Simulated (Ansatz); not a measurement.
Steps from a short run of molecular dynamics on a 2×2×2 supercell (16 atoms) of MgSe (rocksalt), relaxed with r2SCAN; forces from r2SCAN in the plane-wave code Ansatz, 2×2×2 mesh, Fermi-Dirac smearing of 0.069 eV, a Nosé-Hoover thermostat at fixed volume, set at 800 K. Computed, non-magnetic; the trajectory is short and the cell small, so nothing here is a converged average.

Cell vectors in Å:
```
0.0000 5.4725 5.4725
5.4725 0.0000 5.4725
5.4725 5.4725 0.0000
```

**Question.** At 18 fs the positions in Å are
```
Mg  -0.011   0.047  -0.037
Se   2.753   2.793   2.696
Mg   2.725   2.630  -0.031
Se   5.575   5.461   2.781
Mg   2.693  -0.024   2.767
Se   5.447   2.819   5.430
Mg   5.610   2.751   2.671
Se   8.155   5.465   5.394
Mg  -0.088   2.760   2.866
Se   2.770   5.541   5.505
Mg   2.666   5.489   2.734
Se   5.473   8.185   5.408
Mg   2.701   2.544   5.530
Se   5.516   5.462   8.216
Mg   5.443   5.352   5.532
Se   8.139   8.158   8.304
```
What are the forces, and how far does the free energy (smearing included) lie above that of step 0, with the atoms on their sites?

**Answer.** 34.1 meV an atom; forces in eV/Å:
```
Mg   0.103  -0.052   0.313
Se   0.057  -0.064   0.137
Mg  -0.062   0.346   0.675
Se  -0.674   0.185  -0.473
Mg   0.208   0.434  -0.323
Se  -0.226  -0.851   0.326
Mg  -1.079   0.120   0.121
Se   0.447  -0.275   0.486
Mg   0.560  -0.213  -0.669
Se  -0.275  -0.673  -0.001
Mg   0.460  -0.511   0.107
Se   0.120   0.201   0.596
Mg   0.157   0.690  -0.469
Se  -0.417   0.076   0.082
Mg  -0.070   0.508  -0.251
Se   0.692   0.081  -0.657
```

**Question.** At 24 fs the positions in Å are
```
Mg  -0.012   0.062  -0.041
Se   2.759   2.812   2.684
Mg   2.720   2.602  -0.025
Se   5.604   5.459   2.793
Mg   2.683  -0.021   2.770
Se   5.436   2.840   5.419
Mg   5.632   2.759   2.652
Se   8.141   5.461   5.371
Mg  -0.104   2.763   2.894
Se   2.779   5.559   5.516
Mg   2.653   5.482   2.736
Se   5.473   8.179   5.391
Mg   2.692   2.495   5.538
Se   5.527   5.460   8.220
Mg   5.431   5.323   5.546
Se   8.120   8.142   8.332
```
What are the forces, and how far does the free energy (smearing included) lie above that of step 0, with the atoms on their sites?

**Answer.** 52.1 meV an atom; forces in eV/Å:
```
Mg   0.110  -0.075   0.356
Se   0.068  -0.104   0.175
Mg  -0.070   0.528   0.756
Se  -0.890   0.233  -0.589
Mg   0.332   0.452  -0.398
Se  -0.279  -1.178   0.379
Mg  -1.297   0.129   0.129
Se   0.561  -0.395   0.626
Mg   0.598  -0.229  -0.882
Se  -0.349  -0.884  -0.006
Mg   0.541  -0.534   0.121
Se   0.161   0.252   0.832
Mg   0.186   0.880  -0.491
Se  -0.534   0.095   0.099
Mg  -0.053   0.730  -0.279
Se   0.915   0.099  -0.829
```

**Question.** At 36 fs the positions in Å are
```
Mg  -0.010   0.087  -0.036
Se   2.772   2.848   2.661
Mg   2.706   2.571   0.017
Se   5.651   5.457   2.808
Mg   2.679   0.002   2.759
Se   5.412   2.868   5.400
Mg   5.619   2.780   2.619
Se   8.119   5.447   5.334
Mg  -0.112   2.760   2.912
Se   2.793   5.582   5.538
Mg   2.650   5.448   2.745
Se   5.477   8.169   5.367
Mg   2.683   2.437   5.534
Se   5.543   5.455   8.227
Mg   5.406   5.298   5.562
Se   8.095   8.111   8.375
```
What are the forces, and how far does the free energy (smearing included) lie above that of step 0, with the atoms on their sites?

**Answer.** 73.0 meV an atom; forces in eV/Å:
```
Mg   0.073  -0.130   0.334
Se   0.081  -0.267   0.286
Mg  -0.065   0.839   0.524
Se  -1.232   0.317  -0.745
Mg   0.564   0.284  -0.401
Se  -0.329  -1.590   0.449
Mg  -1.186   0.071   0.143
Se   0.710  -0.507   0.800
Mg   0.444  -0.188  -1.078
Se  -0.465  -1.187  -0.033
Mg   0.548  -0.239   0.103
Se   0.227   0.318   1.097
Mg   0.186   1.060  -0.330
Se  -0.657   0.101   0.116
Mg   0.059   1.018  -0.254
Se   1.041   0.100  -1.009
```

**Question.** At 48 fs the positions in Å are
```
Mg  -0.004   0.106  -0.012
Se   2.787   2.879   2.644
Mg   2.688   2.586   0.087
Se   5.677   5.461   2.810
Mg   2.706   0.042   2.725
Se   5.381   2.868   5.390
Mg   5.541   2.805   2.594
Se   8.109   5.424   5.310
Mg  -0.095   2.745   2.870
Se   2.799   5.586   5.560
Mg   2.678   5.401   2.760
Se   5.486   8.165   5.362
Mg   2.685   2.437   5.511
Se   5.548   5.452   8.237
Mg   5.384   5.329   5.564
Se   8.087   8.081   8.402
```
What are the forces, and how far does the free energy (smearing included) lie above that of step 0, with the atoms on their sites?

**Answer.** 67.3 meV an atom; forces in eV/Å:
```
Mg  -0.006  -0.188   0.202
Se   0.026  -0.545   0.501
Mg  -0.037   0.815  -0.158
Se  -1.290   0.363  -0.783
Mg   0.595  -0.053  -0.161
Se  -0.283  -1.403   0.502
Mg  -0.459  -0.072   0.188
Se   0.741  -0.314   0.807
Mg   0.098  -0.090  -0.822
Se  -0.539  -1.120  -0.119
Mg   0.370   0.410   0.044
Se   0.249   0.339   0.900
Mg   0.109   0.859  -0.016
Se  -0.607   0.062   0.108
Mg   0.246   0.854  -0.187
Se   0.789   0.083  -1.005
```

**Question.** At 72 fs the positions in Å are
```
Mg   0.004   0.109   0.063
Se   2.814   2.912   2.639
Mg   2.647   2.736   0.164
Se   5.667   5.488   2.775
Mg   2.852   0.098   2.651
Se   5.306   2.804   5.395
Mg   5.347   2.837   2.578
Se   8.127   5.366   5.302
Mg  -0.061   2.707   2.667
Se   2.783   5.540   5.596
Mg   2.789   5.404   2.795
Se   5.515   8.174   5.393
Mg   2.699   2.564   5.478
Se   5.528   5.449   8.262
Mg   5.390   5.516   5.539
Se   8.109   8.023   8.405
```
What are the forces, and how far does the free energy (smearing included) lie above that of step 0, with the atoms on their sites?

**Answer.** 50.2 meV an atom; forces in eV/Å:
```
Mg  -0.106  -0.262  -0.182
Se  -0.572  -0.729   0.822
Mg   0.036  -0.018  -1.204
Se  -0.681   0.202  -0.454
Mg   0.024  -0.486   0.563
Se   0.175  -0.296   0.394
Mg   1.035  -0.280   0.236
Se   0.473   0.465   0.548
Mg  -0.393   0.171   0.129
Se  -0.403  -0.379  -0.453
Mg  -0.048   0.928  -0.066
Se   0.136   0.366   0.122
Mg  -0.181   0.158   0.407
Se  -0.206  -0.049  -0.043
Mg   0.390  -0.047  -0.045
Se   0.321   0.255  -0.773
```

**Question.** At 78 fs the positions in Å are
```
Mg   0.003   0.100   0.080
Se   2.817   2.912   2.646
Mg   2.637   2.783   0.146
Se   5.654   5.498   2.759
Mg   2.898   0.097   2.646
Se   5.286   2.780   5.401
Mg   5.322   2.836   2.582
Se   8.138   5.354   5.307
Mg  -0.064   2.701   2.610
Se   2.773   5.522   5.601
Mg   2.819   5.440   2.803
Se   5.525   8.181   5.404
Mg   2.699   2.609   5.481
Se   5.519   5.447   8.269
Mg   5.406   5.571   5.530
Se   8.120   8.010   8.397
```
What are the forces, and how far does the free energy (smearing included) lie above that of step 0, with the atoms on their sites?

**Answer.** 48.1 meV an atom; forces in eV/Å:
```
Mg  -0.094  -0.259  -0.273
Se  -0.727  -0.605   0.683
Mg   0.052  -0.261  -1.035
Se  -0.515   0.116  -0.287
Mg  -0.169  -0.432   0.618
Se   0.336  -0.107   0.275
Mg   1.160  -0.280   0.229
Se   0.360   0.660   0.472
Mg  -0.347   0.225   0.321
Se  -0.287  -0.235  -0.499
Mg  -0.106   0.588  -0.079
Se   0.072   0.402   0.023
Mg  -0.237   0.083   0.372
Se  -0.053  -0.064  -0.106
Mg   0.315  -0.249  -0.013
Se   0.240   0.418  -0.704
```
